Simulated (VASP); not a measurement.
# Cs (Fm-3m) in VASP: notebook

Runs on Cs. Level: PBEsol. Tasks: single point.

All numbers are computed with VASP 6.6.1; they aren't measurements. Logs are shortened: lines on timing, memory, paths and dates and some standing lists are left out, and cuts for length are marked.

## 1. The cell of the first run

Symmetry: Fm-3m, No. 225, cubic system. The conventional cell has a = 7.634 Å, b = 7.634 Å, c = 7.634 Å, α = 90.00°, β = 90.00°, γ = 90.00°.

This isn't the form of Cs at room conditions, which is bcc.

## 2. Single point, PBEsol (strained and moved within the space group)

File INCAR:

```
PREC = Accurate
ENCUT = 520
EDIFF = 1E-6
ISMEAR = 0
SIGMA = 0.1
LREAL = False
LASPH = True
NELM = 100
ALGO = Normal
ISIF = 2
LWAVE = False
LCHARG = False
GGA = PS
NBANDS = 10
```

File KPOINTS:

```
regular mesh
0
Gamma
  10 10 10
```

File POSCAR:

```
Cs
1.0
    0.0000000000      3.8169746099      3.8169746099
    3.8169746099      0.0000000000      3.8169746099
    3.8169746099      3.8169746099      0.0000000000
Cs
1
Direct
    0.0000000000      0.0000000000      0.0000000000
```

Potentials or basis: VASP PAW PBE potentials, release 64 (Cs_sv).

The run is started by

```sh
cat potpaw_PBE.64/Cs_sv/POTCAR > POTCAR
mpirun -np 1 vasp_std > vasp.out
```

OUTCAR:

```text
PREC = Accurate
   ENCUT = 520
   EDIFF = 1E-6
   ISMEAR = 0
   LREAL = False
   LASPH = True
   NELM = 100
   ISIF = 2
   GGA = PS

 ion  position               nearest neighbor table
   1  0.000  0.000  0.000-

  LATTYP: Found a face centered cubic cell.
 ALAT       =     7.6339492198

  Lattice vectors:

 A1 = (   0.0000000000,   3.8169746099,   3.8169746099)
 A2 = (   3.8169746099,   0.0000000000,   3.8169746099)
 A3 = (   3.8169746099,   3.8169746099,   0.0000000000)

Analysis of symmetry for initial positions (statically):
=====================================================================
 Subroutine PRICEL returns:
 Original cell was already a primitive cell.

 Routine SETGRP: Setting up the symmetry group for a
 face centered cubic supercell.

 Subroutine GETGRP returns: Found 48 space group operations
 (whereof 48 operations were pure point group operations)
 out of a pool of 48 trial point group operations.

The static configuration has the point symmetry O_h .

Analysis of symmetry for dynamics (positions and initial velocities):
=====================================================================
 Subroutine PRICEL returns:
 Original cell was already a primitive cell.

 Routine SETGRP: Setting up the symmetry group for a
 face centered cubic supercell.

 Subroutine GETGRP returns: Found 48 space group operations
 (whereof 48 operations were pure point group operations)
 out of a pool of 48 trial point group operations.

The dynamic configuration has the point symmetry O_h .

 Subroutine INISYM returns: Found 48 space group operations
 (whereof 48 operations are pure point group operations),
 and found     1 'primitive' translations

----------------------------------------------------------------------------------------

                                     Primitive cell

  volume of cell :     111.2213

  direct lattice vectors                    reciprocal lattice vectors
     0.000000000  3.816974610  3.816974610    -0.130993798  0.130993798  0.130993798
     3.816974610  0.000000000  3.816974610     0.130993798 -0.130993798  0.130993798
     3.816974610  3.816974610  0.000000000     0.130993798  0.130993798 -0.130993798

  length of vectors
     5.398017261  5.398017261  5.398017261     0.226887913  0.226887913  0.226887913

  position of ions in fractional coordinates (direct lattice)
     0.000000000  0.000000000  0.000000000

  ion indices of the primitive-cell ions
   primitive index   ion index
                 1           1

----------------------------------------------------------------------------------------

 KPOINTS: regular mesh

Automatic generation of k-mesh.
 Grid dimensions read from file:
 generate k-points for:   10   10   10

 Generating k-lattice:

  Cartesian coordinates                     Fractional coordinates (reciprocal lattice)
    -0.013099380  0.013099380  0.013099380     0.100000000  0.000000000  0.000000000
     0.013099380 -0.013099380  0.013099380     0.000000000  0.100000000  0.000000000
     0.013099380  0.013099380 -0.013099380     0.000000000  0.000000000  0.100000000

  Length of vectors
     0.022688791  0.022688791  0.022688791

  Shift w.r.t. Gamma in fractional coordinates (k-lattice)
     0.000000000  0.000000000  0.000000000

 Subroutine IBZKPT returns following result:
 ===========================================

 Found     47 irreducible k-points:

 Following reciprocal coordinates:
            Coordinates               Weight
  0.000000  0.000000  0.000000      1.000000
  0.100000  0.000000  0.000000      8.000000
  0.200000  0.000000  0.000000      8.000000
  0.300000  0.000000  0.000000      8.000000
  0.400000  0.000000  0.000000      8.000000
  0.500000  0.000000  0.000000      4.000000
[... 16 lines left out ...]
  0.300000  0.300000  0.000000      6.000000
  0.400000  0.300000  0.000000     24.000000
 [... further k-points ...]
   k-points           NKPTS =     47   k-points in BZ     NKDIM =     47   number of bands    NBANDS=     10
   number of dos      NEDOS =    301   number of ions     NIONS =      1
   total plane-waves  NPLWV =  64000
   dimension x,y,z NGX =    40 NGY =   40 NGZ =   40
   dimension x,y,z NGXF=    80 NGYF=   80 NGZF=   80
   ions per type =               1
   NGX,Y,Z   is equivalent  to a cutoff of  12.32, 12.32, 12.32 a.u.
   NGXF,Y,Z  is equivalent  to a cutoff of  24.64, 24.64, 24.64 a.u.
 SYSTEM =  unknown system
   PREC   = accura    normal or accurate (medium, high low for compatibility)
   ISTART =      0    job   : 0-new  1-cont  2-samecut
   ICHARG =      2    charge: 1-file 2-atom 10-const
   ISPIN  =      1    spin polarized calculation?
   LNONCOLLINEAR =      F non collinear calculations
   LSORBIT =      F    spin-orbit coupling
   LASPH  =      T    aspherical Exc in radial PAW
   ENCUT  =  520.0 eV  38.22 Ry    6.18 a.u.  10.04 10.04 10.04*2*pi/ulx,y,z
   NELM   =    100;   NELMIN=  2; NELMDL= -5     # of ELM steps
   EDIFF  = 0.1E-05   stopping-criterion for ELM
   LREAL  =      F    real-space projection
   EDIFFG = 0.1E-04   stopping-criterion for IOM
   NSW    =      0    number of steps for IOM
   IBRION =     -1    ionic relax: 0-MD 1-quasi-New 2-CG
   NFREE  =      0    steps in history (QN), initial steepest desc. (CG)
   ISIF   =      2    stress and relaxation
   ISYM   =      2    0-nonsym 1-usesym 2-fastsym
   POTIM  = 0.5000    time-step for ionic-motion
   TEBEG  =    0.0;   TEEND  =   0.0 temperature during run
   PSTRESS=    0.0 pullay stress
   NELECT =       9.0000    total number of electrons
   NUPDOWN=      -1.0000    fix difference up-down
   EMIN   =  10.00;   EMAX   =-10.00  energy-range for DOS
   EFERMI =   0.00;   METHOD = LEGACY
   ISMEAR =     0;   SIGMA  =   0.10  broadening in eV -4-tet -1-fermi 0-gaus
   EFERMI_NEDOS =   21; number of points for ismear=-14 and -15
   IALGO  =     38    algorithm
   IMIX   =      4    mixing-type and parameters
     AMIX     =   0.40;   BMIX     =  1.00
     AMIX_MAG =   1.60;   BMIX_MAG =  1.00
  volume/ion in A,a.u.               =     111.22       750.56
  Fermi-wavevector in a.u.,A,eV,Ry     =   0.708098  1.338110  6.821989  0.501402
  Thomas-Fermi vector in A             =   1.794322
   LORBIT       =      0    0 simple, 1 ext, 2 COOP (PROOUT), +10 PAW based schemes
   GGA     = PS    functional components
   LHFCALC =     F    Hartree Fock is set to
   AEXX    =    0.0000 exact exchange contribution
   IVDW    =     0    specifies the selected vdW correction
   LEPSILON=     F    determine dielectric tensor
   LRPA    =     F    only Hartree local field effects (RPA)
 non-spin polarized calculation
 Gauss-broadening in eV      SIGMA  =   0.10
  energy-cutoff  :      520.00
  volume of cell :      111.22
 maximum number of plane-waves:      3016
   NGX = 21   NGY = 21   NGZ = 21

 number of electron       9.0000001 magnetization

 Free energy of the ion-electron system (eV)
  ---------------------------------------------------
  ext. energy  EPLUGINS =         0.00000000
  ---------------------------------------------------
  free energy    TOTEN  =        -0.94431534 eV

  energy without entropy =       -0.93681775  energy(sigma->0) =       -0.94056655

 E-fermi :   0.4380     XC(G=0):  -5.5638

 val. band max:        0.4090186813   @ k =   0.5000   0.0000   0.0000
 cond. band min:       0.4626172671   @ k =   0.4000   0.4000   0.0000
 fundamental gap:      0.0535985858
 Fermi energy:         0.4379904667

 k-point     1 :       0.0000    0.0000    0.0000
  band No.  band energies     occupation
      1     -23.3650      2.00000
      2     -10.0809      2.00000
      3     -10.0809      2.00000
      4     -10.0809      2.00000
      5      -1.2636      2.00000
      6       2.9304      0.00000
      7       2.9304      0.00000
      8       2.9304      0.00000
      9       4.0614      0.00000
     10       4.0614      0.00000

 k-point     2 :       0.1000    0.0000    0.0000
  band No.  band energies     occupation
      1     -23.3643      2.00000
      2     -10.0961      2.00000
      3     -10.0829      2.00000
      4     -10.0829      2.00000
      5      -1.1554      2.00000
      6       2.7256      0.00000
      7       2.9805      0.00000
      8       2.9805      0.00000
      9       3.9655      0.00000
     10       3.9655      0.00000

 k-point     3 :       0.2000    0.0000    0.0000
  band No.  band energies     occupation
      1     -23.3625      2.00000
      2     -10.1354      2.00000
      3     -10.0881      2.00000
      4     -10.0881      2.00000
      5      -0.8470      2.00000
      6       2.3090      0.00000
      7       3.0437      0.00000
      8       3.0437      0.00000
      9       3.8874      0.00000
     10       3.8874      0.00000

 k-point     4 :       0.3000    0.0000    0.0000
  band No.  band energies     occupation
      1     -23.3603      2.00000
      2     -10.1829      2.00000
      3     -10.0946      2.00000
      4     -10.0946      2.00000
      5      -0.3891      2.00000
      6       1.8771      0.00000
      7       2.9606      0.00000
      8       2.9606      0.00000
      9       4.1311      0.00000
     10       4.1311      0.00000
[... 222 lines left out ...]
 k-point    22 :      -0.2000    0.2000    0.0000
  band No.  band energies     occupation
      1     -23.3596      2.00000
      2     -10.1754      2.00000
      3     -10.1237      2.00000
      4     -10.0939      2.00000
      5      -0.2205      2.00000
      6       1.9611      0.00000
      7       2.4222      0.00000
      8       3.2666      0.00000
      9       3.5382      0.00000
     10       4.6945      0.00000

 k-point    23 :       0.3000    0.3000    0.0000
  band No.  band energies     occupation
      1     -23.3588      2.00000
      2     -10.1781      2.00000
      3     -10.1175      2.00000
      4     -10.1175      2.00000
      5      -0.1193      2.00000
      6       1.8244      0.00000
      7       2.3600      0.00000
      8       3.5702      0.00000
      9       3.5702      0.00000
     10       4.5579      0.00000

 k-point    24 :       0.4000    0.3000    0.0000
  band No.  band energies     occupation
      1     -23.3574      2.00000
      2     -10.1982      2.00000
      3     -10.1286      2.00000
      4     -10.1238      2.00000
      5       0.2502      1.99208
      6       1.6714      0.00000
      7       2.1057      0.00000
      8       3.6628      0.00000
      9       3.8663      0.00000
     10       4.8084      0.00000

 [... further k-points ...]

------------------------ aborting loop because EDIFF is reached ----------------------------------------

  FORCE on cell =-STRESS in cart. coord.  units (eV):
  Direction    XX          YY          ZZ          XY          YZ          ZX
  --------------------------------------------------------------------------------------
  -------------------------------------------------------------------------------------
  Total       -0.0324242     -0.0324242     -0.0324242      0.0000000     -0.0000000     -0.0000000
  in kB       -0.4670810     -0.4670810     -0.4670810      0.0000000     -0.0000000     -0.0000000
  external PRESSURE =      -0.4670810 kB  Pullay stress =       0.0000000 kB

 VOLUME and BASIS-vectors are now :
 -----------------------------------------------------------------------------
  energy-cutoff  :      520.00
  volume of cell :      111.22
      direct lattice vectors                 reciprocal lattice vectors
     0.000000000  3.816974610  3.816974610    -0.130993798  0.130993798  0.130993798
     3.816974610  0.000000000  3.816974610     0.130993798 -0.130993798  0.130993798
     3.816974610  3.816974610  0.000000000     0.130993798  0.130993798 -0.130993798

 POSITION                                       TOTAL-FORCE (eV/Angst)
 -----------------------------------------------------------------------------------
      0.00000      0.00000      0.00000         0.000000      0.000000     -0.000000
 -----------------------------------------------------------------------------------
    total drift:                               -0.000000     -0.000000     -0.000000

  FREE ENERGIE OF THE ION-ELECTRON SYSTEM (eV)
  ---------------------------------------------------
  free  energy   TOTEN  =        -0.9443153449 eV

  energy  without entropy=       -0.9368177520  energy(sigma->0) =       -0.94056655
```

It took 14 s on 1 thread of Intel Xeon 6975P-C (Granite Rapids), shared host; peak memory 0.25 GiB.

Results:

| Item | Value |
| --- | --- |
| Free energy | -0.9443 eV |
| Pressure | 0.0 GPa |
| Band gap on the k mesh | none (metal or under the smearing width) |

Caveat: the PAW data sets were made with another functional, which shifts forces and pressure a little. Spin-orbit coupling is left out, which matters for the levels of Cs.

(Continued in part 2 of 2.)
